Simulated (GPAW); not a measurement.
# ZnS (F-43m) in GPAW: single point with PBE

Aim: the single point of ZnS with PBE.

Everything below comes from runs of GPAW 26.7.0. Logs are shortened: lines on timing, memory, paths and dates and some standing lists are left out, and cuts for length are marked. The log counts tension as positive stress, the text compression.

### 1 Starting point

Symmetry: F-43m, No. 216, cubic system. The conventional cell has a = 5.404 Å, b = 5.404 Å, c = 5.404 Å, α = 90.00°, β = 90.00°, γ = 90.00°. Zn (site symmetry -43m) is surrounded by 4 S at 2.34 Å. S (site symmetry -43m) is surrounded by 4 Zn at 2.34 Å.

### 2 Single point, PBE

File run.py:

```python
from ase.dft.bandgap import bandgap
from ase.io import read, write
from ase.units import GPa
from gpaw import GPAW, PW

atoms = read('ZnS.xyz')

calc = GPAW(mode=PW(600),
            xc='PBE',
            kpts={'size': (3, 3, 3), 'gamma': True},
            occupations={'name': 'fermi-dirac', 'width': 0.05},
            nbands=18,
            convergence={'density': 1e-05, 'energy': 1e-05},
            maxiter=50,
            txt='gpaw.txt')
atoms.calc = calc
energy = atoms.get_potential_energy()
forces = atoms.get_forces()
stress = atoms.get_stress()
calc.write('gs.gpw')
write('result.traj', atoms)
print(f'Energy: {energy:.6f} eV')
print('Forces (eV/A):')
print(forces.round(4))
print('Stress (GPa):', (stress / GPa).round(3))
print('Fermi level:', round(calc.get_fermi_level(), 4), 'eV')
print(f'Gap: {bandgap(calc)[0]:.4f} eV, direct: {bandgap(calc, direct=True)[0]:.4f} eV')
```

File ZnS.xyz:

```xyz
2
Lattice="0.0000000000 2.7020000000 2.7020000000 2.7020000000 0.0000000000 2.7020000000 2.7020000000 2.7020000000 0.0000000000" Properties=species:S:1:pos:R:3 pbc="T T T"
Zn     4.0530000000      4.0530000000      4.0530000000
S      0.0000000000      0.0000000000      0.0000000000
```

Potentials or basis: GPAW PAW data sets (gpaw-data 1.2.1), pw.

Launch:

```
> OMP_NUM_THREADS=1 python run.py
```

gpaw.txt:

```text
__  _  _
 | _ |_)|_||  |
 |__||  | ||/\| - 26.7.0

Input parameters:
  mode=PW(ecut=600.0),
  convergence={'density': 1e-05, 'energy': 1e-05},
  kpts=MonkhorstPack(size=(3, 3, 3), gamma=True),
  maxiter=50,
  nbands=18,
  occupations=Occupations(name='fermi-dirac', width=0.05),
  xc=XC(name='PBE')

Diagonalizing LCAO Hamiltonian
Converting LCAO to pw mode

                    Zn

       S

Atoms  # Å, Bohr magnetons
|   | symbol |        x |        y |        z |    initial magnetic moments |
|---|--------|----------|----------|----------|-----------------------------|
| 0 |     Zn | 4.053000 | 4.053000 | 4.053000 | ( 0.0000,  0.0000,  0.0000) |
| 1 |      S | 0.000000 | 0.000000 | 0.000000 | ( 0.0000,  0.0000,  0.0000) |

Unit cell  # Å
| periodic |        x |        y |        z |  lengths |    angles |
|----------|----------|----------|----------|----------|-----------|
|      yes | 0.000000 | 2.702000 | 2.702000 | 3.821205 | 60.000000 |
|      yes | 2.702000 | 0.000000 | 2.702000 | 3.821205 | 60.000000 |
|      yes | 2.702000 | 2.702000 | 0.000000 | 3.821205 | 60.000000 |

Number of symmetries: 24
Symmetry operations  # r_c * U_cc + t_c -> r_c
|    | kind |            matrix            |
|----|------|------------------------------|
|  0 |  E   |  1, 0, 0,  0, 1, 0,  0, 0, 1 |
|  1 |  σ   |  1, 0, 0,  0, 0, 1,  0, 1, 0 |
|  2 |  σ   |  1, 0,-1,  0, 1,-1,  0, 0,-1 |
|  3 |  C3  |  1, 0,-1,  0, 0,-1,  0, 1,-1 |
|  4 |  C3  |  1,-1, 0,  0,-1, 1,  0,-1, 0 |
|  5 |  σ   |  1,-1, 0,  0,-1, 0,  0,-1, 1 |
|  6 |  σ   |  0, 1, 0,  1, 0, 0,  0, 0, 1 |
|  7 |  C3  |  0, 1, 0,  0, 0, 1,  1, 0, 0 |
|  8 |  C2  |  0, 1,-1,  1, 0,-1,  0, 0,-1 |
|  9 |  S4  |  0, 1,-1,  0, 0,-1,  1, 0,-1 |
| 10 |  C3  |  0, 0, 1,  1, 0, 0,  0, 1, 0 |
| 11 |  σ   |  0, 0, 1,  0, 1, 0,  1, 0, 0 |
| 12 |  S4  |  0, 0,-1,  1, 0,-1,  0, 1,-1 |
| 13 |  C3  |  0, 0,-1,  0, 1,-1,  1, 0,-1 |
| 14 |  S4  |  0,-1, 1,  1,-1, 0,  0,-1, 0 |
| 15 |  C2  |  0,-1, 1,  0,-1, 0,  1,-1, 0 |
| 16 |  C3  |  0,-1, 0,  1,-1, 0,  0,-1, 1 |
| 17 |  S4  |  0,-1, 0,  0,-1, 1,  1,-1, 0 |
| 18 |  S4  | -1, 1, 0, -1, 0, 1, -1, 0, 0 |
| 19 |  C3  | -1, 1, 0, -1, 0, 0, -1, 0, 1 |
| 20 |  C3  | -1, 0, 1, -1, 1, 0, -1, 0, 0 |
| 21 |  S4  | -1, 0, 1, -1, 0, 0, -1, 1, 0 |
| 22 |  σ   | -1, 0, 0, -1, 1, 0, -1, 0, 1 |
| 23 |  C2  | -1, 0, 0, -1, 0, 1, -1, 1, 0 |

BZ-sampling:
  Number of BZ points: 27
  Number of IBZ points: 4

  Monkhorst-Pack size: [3, 3, 3]
  Monkhorst-Pack shift: [0, 0, 0]

K-points  # in reciprocal-cell coordinates
|   |                                coordinates |     weight |
|---|--------------------------------------------|------------|
| 0 | (  0.00000000,   0.00000000,   0.00000000) | 0.03703704 |
| 1 | (  0.33333333,   0.33333333,  -0.33333333) | 0.44444444 |
| 2 | (  0.33333333,   0.33333333,   0.00000000) | 0.22222222 |
| 3 | (  0.33333333,   0.33333333,   0.33333333) | 0.29629630 |

Plane wave coefficients: 1363
Cutoff: 600.0 eV

Spin-components: 1 (collinear spins)
Bands:           18
Projectors:      11
Spin-degeneracy: 2
Datatype:        complex128

Parallelization:
  kpt:    1
  domain: 1
  band:   1

Density:
  Valence electrons: 18.0
  Components: 1
  Grid points: [24 24 24]
  Charge: 0.0  # |e|

Potential:
  Grid points: [24 24 24]

species:
  Zn:
    name:    Zinc
    Z:       30.0
    valence: 12
    core:    18
    charge:  0.0  # [|e|]
    compensation charges:
      type: gauss
      rc: 0.37  # [Å]
      lmax: 2
    cutoffs:
      filter: 2.14  # [Å]
      core: 2.28  # [Å]
    projectors
    | kind |    occ | energy [eV] | rcut [Å] |
    |------|--------|-------------|----------|
    |   4s |  2.000 |      -5.977 |    1.286 |
    |   4p |  0.000 |      -1.117 |    1.270 |
    |   3d | 10.000 |     -10.142 |    1.180 |
    |    s |        |      21.234 |    1.286 |
    |    p |        |      26.095 |    1.270 |
    |    d |        |      17.070 |    1.180 |

    Using partial waves for Zn as LCAO basis

  S:
    name:    Sulfur
    Z:       16.0
    valence: 6
    core:    10
    charge:  0.0  # [|e|]
    compensation charges:
      type: gauss
      rc: 0.24  # [Å]
      lmax: 2
    cutoffs:
      filter: 1.77  # [Å]
      core: 1.66  # [Å]
    projectors
    | kind |    occ | energy [eV] | rcut [Å] |
    |------|--------|-------------|----------|
    |   3s |  2.000 |     -17.254 |    0.974 |
    |   3p |  4.000 |      -7.008 |    0.979 |
    |    s |        |       9.957 |    0.974 |
    |    p |        |      20.203 |    0.979 |
    |    d |        |       0.000 |    0.900 |

    Using partial waves for S as LCAO basis

Reference energy: -59718.946550  # eV

eigensolver:
  PPCG
  Converge bands: occupied
  niter=2

density mixing:
  MSR1-Mixer
  Pratt-step length: 0.05
  Maximum mixing coefficient: 0.75
  Old densities: 10
  SVD Regularization: 0.005
  Good broyden scale: 1.0
  Trust region scale: 1.0
  Backstep threshold: 4.0
  History deletion threshold: 6.0
  Fourier metric: weight=20.0, sigma=0.015

occupation numbers:
  Fermi-Dirac:
    width: 0.0500  # eV

poisson solver:
  ecut: 4800.0  # eV

xc functional:
  name: PBE with 2 nearest neighbor stencil

convergence criteria:
- Maximum integral of absolute [dens]ity change: 1e-05 electrons / valence electron
- Maximum [total energy] change in last 3 cyles: 1e-05 eV / valence electron
- Maximum integral of absolute [eigenst]ate change: 4e-08 eV^2 / valence electron
maximum number of iterations: 50

SCF iterations
|iter     | |      energy | eigst |  dens |
|---------|-|-------------|-------|-------|
|iter:   1| |   -7.129163 | -0.11 |       |
|iter:   2| |   -7.031366 | -1.80 | -1.15 |
|iter:   3| |   -6.702539 | -1.40 | -1.20 |
|iter:   4| |   -6.703195 | -2.57 | -1.77 |
|iter:   5| |   -6.704967 | -3.52 | -2.20 |
|iter:   6| |   -6.704854 | -4.03 | -2.83 |
|iter:   7| |   -6.704883c| -5.09 | -3.47 |
|iter:   8| |   -6.704891c| -5.81 | -3.82 |
|iter:   9| |   -6.704891c| -8.03c| -4.92 |
|iter:  10| |   -6.704891c| -7.62c| -5.36c|

Converged in 10 steps
Energy contributions relative to reference atoms: (reference = -59718.946550)

Energy contributions:
  Kinetic:          12.301135
  Coulomb:         -10.102317
  Zero:              0.045755
  External:          0.000000
  Xc:               -8.949464
  Entropy:          -0.000000
  Spinorbit:         0.000000
  ----------------------------
  Free energy:      -6.704891
  Extrapolated:     -6.704891

dipole moment: (-14.580816, -14.580816, -14.580816)  # |e|*Ang

Fermi level: 4.869
Eigenvalues  # (at kpt = [0.000, 0.000, 0.000])
| band index |      eig [eV] | occ [0-2] |
|------------|---------------|-----------|
|          0 |        -9.295 |     2.000 |
|          1 |        -2.556 |     2.000 |
|          2 |        -2.556 |     2.000 |
|          3 |        -2.556 |     2.000 |
|          4 |        -2.073 |     2.000 |
|          5 |        -2.073 |     2.000 |
[... 10 lines left out ...]
|         16 |        18.319 |     0.000 |
|         17 |        18.319 |     0.000 |

Gap: 2.071 eV
Transition (v -> c):
  (s=0, k=0, n=8, [0.00, 0.00, 0.00]) -> (s=0, k=0, n=9, [0.00, 0.00, 0.00])
No difference between direct/indirect transitions

Forces  # eV/Ang
|        x |       y |        z |
|----------|---------|----------|
| -0.00000 | 0.00000 | -0.00000 |  # Zn   0
|  0.00000 | 0.00000 |  0.00000 |  # S    1

Stress tensor  # eV/Ang^3
|         x |         y |         z |
|-----------|-----------|-----------|
| -0.018055 | -0.000000 |  0.000000 |
| -0.000000 | -0.018055 |  0.000000 |
|  0.000000 |  0.000000 | -0.018055 |

# Writing to gs.gpw (mode='')
```

Wall time 3.6 s (1 thread of Arm Neoverse V2, shared host); peak memory 0.14 GiB.

The run converged, but some of its settings lie outside the range that counts as converged, so its numbers aren't taken as properties of the crystal.

Results:

```yaml
Free_energy: -6.7049 eV
Pressure: 2.9 GPa
Band_gap_on_the_k_mesh: 2.07 eV, direct
```

Caveat: the k mesh is coarse (spacing up to 0.67 Å⁻¹), so the values aren't converged.
